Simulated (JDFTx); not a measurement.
MgSe and the effect of the functional

The structure is cubic, space group Fm-3m (No. 225). Conventional cell: a = 5.451 Å, b = 5.451 Å, c = 5.451 Å, α = 90.00°, β = 90.00°, γ = 90.00°. Se (site symmetry m-3m) is surrounded by 6 Mg at 2.73 Å. Around Mg (site symmetry m-3m) lie 6 Se at 2.73 Å.

Kept alike: task single point; k mesh 4 × 4 × 4; occupations fermi-dirac, width 0.05 eV; no spin polarisation. Program: JDFTx, SG15-PBE-1.2 with smoothed tails, cutoff 1088 eV. The mesh is that of the run's cell of 2 atoms. No spin-orbit coupling.

| run | band gap (eV) | pressure (GPa) |
| --- | --- | --- |
| A | 1.669 | 1.14 |
| B | 2.423 | 1.97 |
| C | 1.435 | -0.75 |

The k mesh is coarse, so the values aren't converged. Pressure is positive in compression; the values hold the error of the finite cutoff, so their zero can differ a little from the energy's minimum. Spin-orbit coupling, left out here, moves the band edges of heavy atoms and can close or invert small gaps. A gap read on the mesh alone can miss an edge between its points. All rows use potentials made for PBE.

Q: The runs differ in the functional alone: LDA; PBEsol; r2SCAN. Which run is which?

A: Run A is PBEsol; run B is r2SCAN; run C is LDA. The band gap runs from 1.435 (LDA) to 2.423 eV (r2SCAN). The pressure runs from -0.75 (LDA) to 1.97 GPa (r2SCAN). A positive pressure means that the functional's own cell is larger than the one given, a negative one that it is smaller.
